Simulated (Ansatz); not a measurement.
The same path of a periodic cell of 17 atoms, Si₁₆H (host Si, host structure diamond, interstitial H) was run twice with different band settings.

The calculation used DFT PBE, scalar-relativistic, plane waves, PAW (Ansatz). Settings: cutoff 420 eV, k mesh 2x2x2, gaussian smearing 0.02 eV, spin collinear.

Relaxed end points:

```xyz
17
Lattice="0.0000 5.4300 5.4300 5.4300 0.0000 5.4300 5.4300 5.4300 0.0000" Properties=species:S:1:pos:R:3
Si -0.044 -0.003 0.044
Si 1.321 1.337 1.397
Si 2.689 2.693 0.055
Si 4.033 4.069 1.398
Si 2.662 -0.028 2.769
Si 4.034 1.337 4.110
Si 5.376 2.693 2.742
Si 6.748 4.025 4.113
Si -0.018 2.692 2.778
Si 1.317 4.073 4.112
Si 2.679 5.428 2.751
Si 4.031 6.767 4.117
Si 2.652 2.692 5.448
Si 4.032 4.057 6.828
Si 5.403 5.402 5.457
Si 6.744 6.767 6.829
H 9.463 7.792 6.829
```

```xyz
17
Lattice="0.0000 5.4300 5.4300 5.4300 0.0000 5.4300 5.4300 5.4300 0.0000" Properties=species:S:1:pos:R:3
Si -0.022 -0.061 0.024
Si 1.351 1.316 1.399
Si 2.694 2.686 0.028
Si 4.056 4.028 1.403
Si 2.694 -0.056 2.770
Si 4.055 1.319 4.112
Si 5.412 2.659 2.744
Si 6.745 4.030 4.114
Si -0.021 2.691 2.775
Si 1.354 4.030 4.114
Si 2.713 5.390 2.755
Si 4.056 6.742 4.116
Si 2.712 2.670 5.474
Si 4.055 4.032 6.825
Si 5.412 5.401 5.485
Si 6.788 6.745 6.829
H 10.507 6.752 6.818
```

Common settings: climbing image yes; spring 5.0 eV/Å²; optimiser quadratic models (default); end points relaxed.

| run | movable images | start path | force threshold | iteration limit | theory |
| --- | --- | --- | --- | --- | --- |
| 1 | 5 | straight line | 0.03 eV/Å | 60 | DFT PBE, scalar-relativistic, plane waves, PAW cutoff 420 eV, k mesh 2x2x2, gaussian smearing 0.02 eV, spin collinear |
| 2 | 3 | default | 0.05 eV/Å | 50 | DFT PBE, scalar-relativistic, plane waves, PAW cutoff 250 eV, k mesh 2x2x2, gaussian smearing 0.02 eV, spin collinear |

Problem. What does each run give, and how far can it be trusted?

Solution. Run 1: converged after 13 iterations, highest image 0.110 eV above the first end. The profile has 2 maxima (images 2, 4) with wells between them (image 3): this band takes more than one step, which may be the mechanism or a detour left from its start path. By the program's own check the climbing image is of a kind that is not told: the force calls were inconclusive, a negative curvature could not be distinguished from the path's own, the only one lies far off the path, or fixed occupations may fill a level only in part (lowest curvatures found: -6.77 and 0.28 eV/Å²).
Run 2: converged after 12 iterations, highest image 0.105 eV above the first end. The profile has 2 maxima (images 1, 3) with wells between them (image 2): this band takes more than one step, which may be the mechanism or a detour left from its start path. The order of the stationary point at the top wasn't checked. The plane-wave cutoff is below what these datasets need, so energies and pressures aren't converged.
Limits of this set-up: coarse k mesh, a small cell, in which the defect meets its images.
